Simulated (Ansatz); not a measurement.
Pressure series in NaF

Take NaF in the rock salt structure (space group Fm-3m, No. 225; a = 4.702 Å) as the base.

Cell and atoms are relaxed at each pressure.

The values are results of PBE in Ansatz (plane waves to 420 eV, PAW, no SOC), not measurements.

```tsv
change	electron mass	band gap	width of the top valence band
base	0.56 mₑ (at Γ)	6.09 eV	0.53 eV
pressure −2 GPa	0.57 mₑ (at Γ)	5.84 eV	0.49 eV
pressure −1 GPa	0.57 mₑ (at Γ)	5.97 eV	0.51 eV
pressure 0.9 GPa	0.56 mₑ (at Γ)	6.19 eV	0.55 eV
pressure 2.1 GPa	0.56 mₑ (at Γ)	6.31 eV	0.57 eV
pressure 4.5 GPa	0.56 mₑ (at Γ)	6.54 eV	0.60 eV
pressure 15 GPa	0.56 mₑ (at Γ)	7.31 eV	0.73 eV
pressure 22.5 GPa	0.56 mₑ (at Γ)	7.75 eV	0.80 eV
pressure 30 GPa	0.56 mₑ (at Γ)	8.12 eV	0.86 eV
```

Load acts through the strain it causes; cell and atoms are relaxed under it. Masses are band curvatures over ±0.01 Å⁻¹ around the edge. No phonon test of stability was made. No other phases were tried under pressure.

Ansatz is a program for electronic structure.
